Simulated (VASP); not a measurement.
# TePb (Fm-3m) in VASP: a series of runs

The runs below take TePb through band structure, RPA correlation energy, equation of state, elastic constants, with PBE, AM05, r2SCAN.

Everything below comes from runs of VASP 6.6.1. Logs are shortened: lines on timing, memory, paths and dates and some standing lists are left out, and cuts for length are marked.

**Experimental background.**

A printed reference work, monograph reports, for a bulk crystal of TePb at 4.2 K: band gap 0.19 eV (direct).

How close the calculation comes is told below.

## (1) Starting point

The structure is cubic, space group Fm-3m (No. 225). Conventional cell: a = 6.462 Å, b = 6.462 Å, c = 6.462 Å, α = 90.00°, β = 90.00°, γ = 90.00°. Around Pb (site symmetry m-3m) lie 6 Te at 3.23 Å. Te (site symmetry m-3m) has 6 Pb at 3.23 Å as nearest neighbours.

## (2) Band structure, PBE

Input file POSCAR:

```
TePb
1.0
    0.0000000000      3.2310000000      3.2310000000
    3.2310000000      0.0000000000      3.2310000000
    3.2310000000      3.2310000000      0.0000000000
Pb Te
1 1
Direct
    0.0000000000      0.0000000000      0.0000000000
    0.5000000000      0.5000000000      0.5000000000
```

Input file INCAR.step1:

```
ALGO = Normal
EDIFF = 1E-7
ENCUT = 550
GGA = PE
ISIF = 2
ISMEAR = -1
LASPH = True
LCHARG = True
LREAL = False
LWAVE = False
NELM = 60
PREC = Accurate
SIGMA = 0.05
```

Input file KPOINTS.step1:

```
k-points
0
Gamma
  7 7 7
```

Input file INCAR.step2:

```
ALGO = Normal
EDIFF = 1E-7
ENCUT = 550
GGA = PE
ICHARG = 11
ISIF = 2
ISMEAR = 0
LASPH = True
LCHARG = False
LREAL = False
LWAVE = False
NELM = 60
PREC = Accurate
SIGMA = 0.05
```

Input file KPOINTS.step2:

```
path GXWKGLUWLK,UX
20
line-mode
reciprocal
 0.0000000000  0.0000000000  0.0000000000  G
 0.5000000000  0.0000000000  0.5000000000  X

 0.5000000000  0.0000000000  0.5000000000  X
 0.5000000000  0.2500000000  0.7500000000  W

 0.5000000000  0.2500000000  0.7500000000  W
 0.3750000000  0.3750000000  0.7500000000  K

 0.3750000000  0.3750000000  0.7500000000  K
 0.0000000000  0.0000000000  0.0000000000  G

 0.0000000000  0.0000000000  0.0000000000  G
 0.5000000000  0.5000000000  0.5000000000  L

 0.5000000000  0.5000000000  0.5000000000  L
 0.6250000000  0.2500000000  0.6250000000  U

 0.6250000000  0.2500000000  0.6250000000  U
 0.5000000000  0.2500000000  0.7500000000  W

 0.5000000000  0.2500000000  0.7500000000  W
 0.5000000000  0.5000000000  0.5000000000  L

 0.5000000000  0.5000000000  0.5000000000  L
 0.3750000000  0.3750000000  0.7500000000  K

 0.6250000000  0.2500000000  0.6250000000  U
 0.5000000000  0.0000000000  0.5000000000  X
```

Potentials or basis: VASP PAW PBE potentials, release 64 (Pb_d_GW, Te_GW).

Command:

```sh
cat potpaw_PBE.64/Pb_d_GW/POTCAR potpaw_PBE.64/Te_GW/POTCAR > POTCAR
cp INCAR.step1 INCAR
cp KPOINTS.step1 KPOINTS
mpirun -np 1 vasp_std > vasp.out
cp INCAR.step2 INCAR
cp KPOINTS.step2 KPOINTS
mpirun -np 1 vasp_std > vasp.out
```

OUTCAR:

```text
EDIFF = 1E-7
   ENCUT = 550
   GGA = PE
   ICHARG = 11
   ISIF = 2
   ISMEAR = 0
   LASPH = True
   LREAL = False
   NELM = 60
   PREC = Accurate

 ion  position               nearest neighbor table
   1  0.000  0.000  0.000-   2 3.23   2 3.23   2 3.23   2 3.23   2 3.23   2 3.23
   2  0.500  0.500  0.500-   1 3.23   1 3.23   1 3.23   1 3.23   1 3.23   1 3.23

  LATTYP: Found a face centered cubic cell.
 ALAT       =     6.4620000000

  Lattice vectors:

 A1 = (   0.0000000000,   3.2310000000,   3.2310000000)
 A2 = (   3.2310000000,   0.0000000000,   3.2310000000)
 A3 = (   3.2310000000,   3.2310000000,   0.0000000000)

Analysis of symmetry for initial positions (statically):
=====================================================================
 Subroutine PRICEL returns:
 Original cell was already a primitive cell.

 Routine SETGRP: Setting up the symmetry group for a
 face centered cubic supercell.

 Subroutine GETGRP returns: Found 48 space group operations
 (whereof 48 operations were pure point group operations)
 out of a pool of 48 trial point group operations.

The static configuration has the point symmetry O_h .

Analysis of symmetry for dynamics (positions and initial velocities):
=====================================================================
 Subroutine PRICEL returns:
 Original cell was already a primitive cell.

 Routine SETGRP: Setting up the symmetry group for a
 face centered cubic supercell.

 Subroutine GETGRP returns: Found 48 space group operations
 (whereof 48 operations were pure point group operations)
 out of a pool of 48 trial point group operations.

The dynamic configuration has the point symmetry O_h .

 Subroutine INISYM returns: Found 48 space group operations
 (whereof 48 operations are pure point group operations),
 and found     1 'primitive' translations

----------------------------------------------------------------------------------------

                                     Primitive cell

  volume of cell :      67.4592

  direct lattice vectors                    reciprocal lattice vectors
     0.000000000  3.231000000  3.231000000    -0.154750851  0.154750851  0.154750851
     3.231000000  0.000000000  3.231000000     0.154750851 -0.154750851  0.154750851
     3.231000000  3.231000000  0.000000000     0.154750851  0.154750851 -0.154750851

  length of vectors
     4.569324020  4.569324020  4.569324020     0.268036337  0.268036337  0.268036337

  position of ions in fractional coordinates (direct lattice)
     0.000000000  0.000000000  0.000000000
     0.500000000  0.500000000  0.500000000

  ion indices of the primitive-cell ions
   primitive index   ion index
                 1           1
                 2           2

----------------------------------------------------------------------------------------

 KPOINTS: path GXWKGLUWLK,UX

Interpolating k-points between supplied coordinates.

 Line segments in fractional coordinates (reciprocal lattice):
    0.000000  0.000000  0.000000  ...  0.500000  0.000000  0.500000
    0.500000  0.000000  0.500000  ...  0.500000  0.250000  0.750000
    0.500000  0.250000  0.750000  ...  0.375000  0.375000  0.750000
    0.375000  0.375000  0.750000  ...  0.000000  0.000000  0.000000
    0.000000  0.000000  0.000000  ...  0.500000  0.500000  0.500000
    0.500000  0.500000  0.500000  ...  0.625000  0.250000  0.625000
    0.625000  0.250000  0.625000  ...  0.500000  0.250000  0.750000
    0.500000  0.250000  0.750000  ...  0.500000  0.500000  0.500000
    0.500000  0.500000  0.500000  ...  0.375000  0.375000  0.750000
    0.625000  0.250000  0.625000  ...  0.500000  0.000000  0.500000

 Generated    20 points on each line segment, for a total of    200 k-points:

 Following reciprocal coordinates:
            Coordinates               Weight
  0.000000  0.000000  0.000000      0.005000
  0.026316  0.000000  0.026316      0.005000
  0.052632  0.000000  0.052632      0.005000
  0.078947  0.000000  0.078947      0.005000
  0.105263  0.000000  0.105263      0.005000
  0.131579  0.000000  0.131579      0.005000
[... 16 lines left out ...]
  0.500000  0.026316  0.526316      0.005000
  0.500000  0.039474  0.539474      0.005000
 [... further k-points ...]
   k-points           NKPTS =    200   k-points in BZ     NKDIM =    200   number of bands    NBANDS=     15
   number of dos      NEDOS =    301   number of ions     NIONS =      2
   total plane-waves  NPLWV =  46656
   dimension x,y,z NGX =    36 NGY =   36 NGZ =   36
   dimension x,y,z NGXF=    72 NGYF=   72 NGZF=   72
   ions per type =               1   1
   NGX,Y,Z   is equivalent  to a cutoff of  13.10, 13.10, 13.10 a.u.
   NGXF,Y,Z  is equivalent  to a cutoff of  26.20, 26.20, 26.20 a.u.
 SYSTEM =  unknown system
   PREC   = accura    normal or accurate (medium, high low for compatibility)
   ISTART =      0    job   : 0-new  1-cont  2-samecut
   ICHARG =     11    charge: 1-file 2-atom 10-const
   ISPIN  =      1    spin polarized calculation?
   LNONCOLLINEAR =      F non collinear calculations
   LSORBIT =      F    spin-orbit coupling
   LASPH  =      T    aspherical Exc in radial PAW
   ENCUT  =  550.0 eV  40.42 Ry    6.36 a.u.   8.74  8.74  8.74*2*pi/ulx,y,z
   NELM   =     60;   NELMIN=  2; NELMDL=  0     # of ELM steps
   EDIFF  = 0.1E-06   stopping-criterion for ELM
   LREAL  =      F    real-space projection
   EDIFFG = 0.1E-05   stopping-criterion for IOM
   NSW    =      0    number of steps for IOM
   IBRION =     -1    ionic relax: 0-MD 1-quasi-New 2-CG
   NFREE  =      0    steps in history (QN), initial steepest desc. (CG)
   ISIF   =      2    stress and relaxation
   ISYM   =      2    0-nonsym 1-usesym 2-fastsym
   POTIM  = 0.5000    time-step for ionic-motion
   TEBEG  =    0.0;   TEEND  =   0.0 temperature during run
   PSTRESS=    0.0 pullay stress
   NELECT =      22.0000    total number of electrons
   NUPDOWN=      -1.0000    fix difference up-down
   EMIN   =  10.00;   EMAX   =-10.00  energy-range for DOS
   EFERMI =   0.00;   METHOD = LEGACY
   ISMEAR =     0;   SIGMA  =   0.05  broadening in eV -4-tet -1-fermi 0-gaus
   EFERMI_NEDOS =   21; number of points for ismear=-14 and -15
   IALGO  =     38    algorithm
   IMIX   =      4    mixing-type and parameters
     AMIX     =   0.40;   BMIX     =  1.00
     AMIX_MAG =   1.60;   BMIX_MAG =  1.00
  volume/ion in A,a.u.               =      33.73       227.62
  Fermi-wavevector in a.u.,A,eV,Ry     =   1.126857  2.129451 17.276766  1.269806
  Thomas-Fermi vector in A             =   2.263541
   LORBIT       =      0    0 simple, 1 ext, 2 COOP (PROOUT), +10 PAW based schemes
   GGA     = PE    functional components
   LHFCALC =     F    Hartree Fock is set to
   AEXX    =    0.0000 exact exchange contribution
   IVDW    =     0    specifies the selected vdW correction
   LEPSILON=     F    determine dielectric tensor
   LRPA    =     F    only Hartree local field effects (RPA)
 non-spin polarized calculation
 Gauss-broadening in eV      SIGMA  =   0.05
  energy-cutoff  :      550.00
  volume of cell :       67.46
 maximum number of plane-waves:      2004
 NGX is ok and might be reduce to    36

 number of electron      22.0000003 magnetization

 Free energy of the ion-electron system (eV)
  ---------------------------------------------------
  ext. energy  EPLUGINS =         0.00000000
  ---------------------------------------------------
  free energy    TOTEN  =        -8.43024968 eV

  energy without entropy =       -8.43024968  energy(sigma->0) =       -8.43024968

 E-fermi :   4.4780     XC(G=0):  -9.3585

 val. band max:        4.0381825792   @ k =   0.5000   0.5000   0.5000
 cond. band min:       4.7716325150   @ k =   0.5000   0.5000   0.5000
 fundamental gap:      0.7334499358
 Fermi energy:         4.4780456382

 k-point     1 :       0.0000    0.0000    0.0000
  band No.  band energies     occupation
      1    -135.3328      2.00000
      2     -12.6412      2.00000
      3     -12.6412      2.00000
      4     -12.6282      2.00000
      5     -12.6282      2.00000
      6     -12.6282      2.00000
      7      -7.9850      2.00000
      8      -1.5627      2.00000
      9       2.6886      2.00000
     10       2.6886      2.00000
     11       2.6886      2.00000
     12       8.1145      0.00000
     13       8.1145      0.00000
     14       8.1145      0.00000
     15       9.8601      0.00000

 k-point     2 :       0.0263    0.0000    0.0263
  band No.  band energies     occupation
      1    -135.3328      2.00000
      2     -12.6414      2.00000
      3     -12.6411      2.00000
      4     -12.6283      2.00000
      5     -12.6281      2.00000
      6     -12.6281      2.00000
      7      -7.9770      2.00000
      8      -1.5907      2.00000
      9       2.6760      2.00000
     10       2.6760      2.00000
     11       2.7350      2.00000
     12       7.9738      0.00000
     13       8.1129      0.00000
     14       8.1129      0.00000
     15       9.8520      0.00000

 k-point     3 :       0.0526    0.0000    0.0526
  band No.  band energies     occupation
      1    -135.3328      2.00000
      2     -12.6423      2.00000
      3     -12.6409      2.00000
      4     -12.6285      2.00000
      5     -12.6276      2.00000
      6     -12.6276      2.00000
      7      -7.9531      2.00000
      8      -1.6705      2.00000
      9       2.6388      2.00000
     10       2.6388      2.00000
     11       2.8680      2.00000
     12       7.6114      0.00000
     13       8.1108      0.00000
     14       8.1108      0.00000
     15       9.6351      0.00000

 k-point     4 :       0.0789    0.0000    0.0789
  band No.  band energies     occupation
      1    -135.3328      2.00000
      2     -12.6437      2.00000
      3     -12.6405      2.00000
      4     -12.6288      2.00000
      5     -12.6268      2.00000
      6     -12.6268      2.00000
      7      -7.9134      2.00000
      8      -1.7914      2.00000
      9       2.5789      2.00000
     10       2.5789      2.00000
     11       3.0707      2.00000
     12       7.1342      0.00000
     13       8.1143      0.00000
     14       8.1143      0.00000
     15       9.4263      0.00000
[... 307 lines left out ...]
 k-point    22 :       0.5000    0.0132    0.5132
  band No.  band energies     occupation
      1    -135.3328      2.00000
      2     -12.7043      2.00000
      3     -12.6382      2.00000
      4     -12.6299      2.00000
      5     -12.6021      2.00000
      6     -12.6020      2.00000
      7      -6.2993      2.00000
      8      -3.2666      2.00000
      9      -0.4607      2.00000
     10       1.2311      2.00000
     11       1.2473      2.00000
     12       7.3437      0.00000
     13       9.4806      0.00000
     14       9.5130      0.00000
     15      10.7341      0.00000

 k-point    23 :       0.5000    0.0263    0.5263
  band No.  band energies     occupation
      1    -135.3328      2.00000
      2     -12.7040      2.00000
      3     -12.6380      2.00000
      4     -12.6302      2.00000
      5     -12.6023      2.00000
      6     -12.6020      2.00000
      7      -6.2965      2.00000
      8      -3.2827      2.00000
      9      -0.4542      2.00000
     10       1.2185      2.00000
     11       1.2829      2.00000
     12       7.3662      0.00000
     13       9.3958      0.00000
     14       9.5232      0.00000
     15      10.7193      0.00000

 k-point    24 :       0.5000    0.0395    0.5395
  band No.  band energies     occupation
      1    -135.3328      2.00000
      2     -12.7035      2.00000
      3     -12.6377      2.00000
      4     -12.6305      2.00000
      5     -12.6027      2.00000
      6     -12.6020      2.00000
      7      -6.2920      2.00000
      8      -3.3088      2.00000
      9      -0.4434      2.00000
     10       1.1978      2.00000
     11       1.3416      2.00000
     12       7.4035      0.00000
     13       9.2612      0.00000
     14       9.5401      0.00000
     15      10.6949      0.00000

 [... further k-points ...]

------------------------ aborting loop because EDIFF is reached ----------------------------------------

  FORCE on cell =-STRESS in cart. coord.  units (eV):
  Direction    XX          YY          ZZ          XY          YZ          ZX
  --------------------------------------------------------------------------------------
  -------------------------------------------------------------------------------------
  Total       -0.1315109     -0.1315109     -0.1315109     -0.0000000     -0.0000000      0.0000000
  in kB       -3.1234284     -3.1234284     -3.1234284     -0.0000000     -0.0000000      0.0000000
  external PRESSURE =      -3.1234284 kB  Pullay stress =       0.0000000 kB

 VOLUME and BASIS-vectors are now :
 -----------------------------------------------------------------------------
  energy-cutoff  :      550.00
  volume of cell :       67.46
      direct lattice vectors                 reciprocal lattice vectors
     0.000000000  3.231000000  3.231000000    -0.154750851  0.154750851  0.154750851
     3.231000000  0.000000000  3.231000000     0.154750851 -0.154750851  0.154750851
     3.231000000  3.231000000  0.000000000     0.154750851  0.154750851 -0.154750851

 POSITION                                       TOTAL-FORCE (eV/Angst)
 -----------------------------------------------------------------------------------
      0.00000      0.00000      0.00000         0.000000     -0.000000     -0.000000
      3.23100      3.23100      3.23100        -0.000000      0.000000      0.000000
 -----------------------------------------------------------------------------------
    total drift:                                0.000000      0.000000      0.000000

  FREE ENERGIE OF THE ION-ELECTRON SYSTEM (eV)
  ---------------------------------------------------
  free  energy   TOTEN  =        -8.4302496759 eV

  energy  without entropy=       -8.4302496759  energy(sigma->0) =       -8.43024968
```

Wall time 2.3 min (1 thread of Intel Xeon Platinum 8375C at 2.90GHz (Ice Lake), shared host); peak memory 0.46 GiB.

What came out:

- Band gap along the path: 0.73 eV, direct

Levels at the corners of the path, in eV from the Fermi level:
| point | band 7 | band 8 | band 9 | band 10 | band 11 | band 12 | band 13 | band 14 | band 15 |
| --- | --- | --- | --- | --- | --- | --- | --- | --- | --- |
| Γ | -12.43 | -6.01 | -1.76 | -1.76 | -1.76 | 3.67 | 3.67 | 3.67 | 5.42 |
| X | -10.74 | -7.71 | -4.91 | -3.21 | -3.21 | 2.89 | 5.07 | 5.07 | 6.29 |
| X | -10.74 | -7.71 | -4.91 | -3.21 | -3.21 | 2.89 | 5.07 | 5.07 | 6.29 |
| W | -10.59 | -8.40 | -4.19 | -4.19 | -0.77 | 1.26 | 4.82 | 4.82 | 6.45 |
| W | -10.59 | -8.40 | -4.19 | -4.19 | -0.77 | 1.26 | 4.82 | 4.82 | 6.45 |
| K | -10.65 | -8.38 | -4.53 | -2.71 | -2.49 | 3.17 | 3.38 | 4.73 | 5.54 |
| K | -10.65 | -8.38 | -4.53 | -2.71 | -2.49 | 3.17 | 3.38 | 4.73 | 5.54 |
| Γ | -12.43 | -6.01 | -1.76 | -1.76 | -1.76 | 3.67 | 3.67 | 3.67 | 5.42 |
| Γ | -12.43 | -6.01 | -1.76 | -1.76 | -1.76 | 3.67 | 3.67 | 3.67 | 5.42 |
| L | -10.99 | -9.00 | -1.30 | -1.30 | -0.41 | 0.33 | 0.86 | 0.86 | 7.98 |
| L | -10.99 | -9.00 | -1.30 | -1.30 | -0.41 | 0.33 | 0.86 | 0.86 | 7.98 |
| U | -10.65 | -8.38 | -4.53 | -2.71 | -2.49 | 3.17 | 3.38 | 4.73 | 5.54 |
| U | -10.65 | -8.38 | -4.53 | -2.71 | -2.49 | 3.17 | 3.38 | 4.73 | 5.54 |
| W | -10.59 | -8.40 | -4.19 | -4.19 | -0.77 | 1.26 | 4.82 | 4.82 | 6.45 |
| W | -10.59 | -8.40 | -4.19 | -4.19 | -0.77 | 1.26 | 4.82 | 4.82 | 6.45 |
| L | -10.99 | -9.00 | -1.30 | -1.30 | -0.41 | 0.33 | 0.86 | 0.86 | 7.98 |
| L | -10.99 | -9.00 | -1.30 | -1.30 | -0.41 | 0.33 | 0.86 | 0.86 | 7.98 |
| K | -10.65 | -8.38 | -4.53 | -2.71 | -2.49 | 3.17 | 3.38 | 4.73 | 5.54 |
| U | -10.65 | -8.38 | -4.53 | -2.71 | -2.49 | 3.17 | 3.38 | 4.73 | 5.54 |
| X | -10.74 | -7.71 | -4.91 | -3.21 | -3.21 | 2.89 | 5.07 | 5.07 | 6.29 |

Caveat: the log is that of the step along the path at fixed density, whose energy, stress, charges and moments have no meaning; this odd mesh misses L, where the gap lies, so gap, dielectric constants and Born charges aren't listed; spin-orbit coupling is left out, which moves the levels of the heavy elements.

(Part 1 of 3 ends here.)
